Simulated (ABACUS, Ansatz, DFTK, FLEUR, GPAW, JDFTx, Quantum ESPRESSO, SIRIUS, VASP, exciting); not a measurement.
## HfO2: 12 runs at one level of theory

```
CELL_PARAMETERS angstrom
0.00000 2.55750 2.55750
2.55750 0.00000 2.55750
2.55750 2.55750 0.00000
ATOMIC_POSITIONS crystal
Hf 0.00000 0.00000 0.00000
O 0.75000 0.75000 0.75000
O 0.25000 0.25000 0.25000
```

Measurements of this composition are mostly on another form, of space group No. 14.

Alike in all runs: task equation of state; functional PBE; k mesh 9 × 9 × 9; occupations fermi-dirac, width 0.05 eV; no spin polarisation; no spin-orbit coupling.

| program and potentials | plane-wave cutoff (eV) | notes | equilibrium volume (Å³/atom) | bulk modulus (GPa) |
| --- | --- | --- | --- | --- |
| Ansatz, Ansatz PAW | 420 | - | 11.04 | 245.4 |
| exciting, all-electron LAPW+lo, shipped species files, valence relativity iora* | - | - | 11.04 | 245.6 |
| VASP, PBE PAW files Hf_pv, O, 520 eV | 520 | - | 10.89 | 251.6 |
| FLEUR, all-electron, FLAPW | - | - | 11.03 | 245.8 |
| JDFTx, PseudoDojo-SR-PBE-0.5-standard | 1143 | - | 10.93 | 247.3 |
| SIRIUS, PseudoDojo 0.4.1 PBE standard (scalar relativistic) | 1152 | - | 10.93 | 247.8 |
| GPAW, GPAW PAW data sets (gpaw-data 1.2.1) | 800 | - | 11.03 | 252.3 |
| ABACUS, PseudoDojo NC SR 0.4.1 PBE standard, plane waves | 1143 | - | 10.93 | 247.8 |
| Ansatz, Ansatz PAW (earlier soft set) | 420 | - | 11.04 | 245.8 |
| Ansatz, all-electron LAPW, scalar-relativistic | - | - | 11.04 | 246.1 |
| Quantum ESPRESSO, SSSP 1.3 efficiency PBE | 816 | - | 10.97 | 247.1 |
| DFTK, PseudoDojo SR PBE 0.4.1 standard (PBE) | 1143 | - | 10.93 | 247.4 |

The equilibrium volume spans 10.89 (VASP, PBE PAW files Hf_pv, O, 520 eV) to 11.04 Å³/atom (Ansatz, Ansatz PAW (earlier soft set)), with all-electron results at 11.03 to 11.04. The bulk modulus spans 245.4 (Ansatz, Ansatz PAW) to 252.3 GPa (GPAW, GPAW PAW data sets (gpaw-data 1.2.1)), with all-electron results at 245.6 to 246.1.

Differences between rows come from potentials, basis sets and numerical settings, since the functional is the same but for its coding. Runs on potential files found faulty are left out.

The two unmarked all-electron calculations agree closely on both volume and stiffness, giving cubic fluorite HfO2 a well-defined PBE reference. The four programs using PseudoDojo potentials all give 10.93 Å³/atom, so their shared offset from that reference follows the potential rather than the code, probably through the treatment of the Hf semicore and 4f electrons.

Broadly, smaller volumes go with larger bulk moduli, as expected when shorter Hf–O contacts strengthen the short-range repulsion. GPAW breaks this pattern clearly, pairing an all-electron-like volume with the highest modulus, so agreement on volume doesn't guarantee agreement on the curvature of the energy.

The high stiffness itself reflects strong electrostatic attraction between Hf(IV) and oxide ions, reinforced by O 2p–Hf 5d covalency, in a dense lattice whose symmetry leaves no internal coordinates to relax under hydrostatic compression. Monoclinic HfO2 has that freedom and a more open structure, so its measured volume and modulus are no direct test of these values.
